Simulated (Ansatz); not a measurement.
Equation of state of lanthanum, fcc

Method: DFT, RPBE, plane waves (420 eV) with PAW, scalar-relativistic in Ansatz. (PAW data from PBE, frozen cores regenerated.)

The cell is scaled uniformly from the relaxed one, with fractional coordinates and shape fixed. Energies are extrapolated to zero smearing, pressures are those at the given smearing. Magnetic state: spin not included.

| V (Å³/atom) | E − E₀ (meV/atom) | P (GPa) |
| --- | --- | --- |
| 34.500 | 42.4 | 3.42 |
| 36.068 | 16.3 | 2.04 |
| 37.636 | 3.0 | 0.88 |
| 39.205 | 0.3 | -0.10 |
| 40.773 | 6.6 | -0.95 |
| 42.341 | 20.6 | -1.69 |
| 43.909 | 41.3 | -2.33 |

Fit a third-order Birch-Murnaghan equation.

V₀ = 38.86 Å³/atom, B₀ = 24 GPa, B₀′ = 3.0.
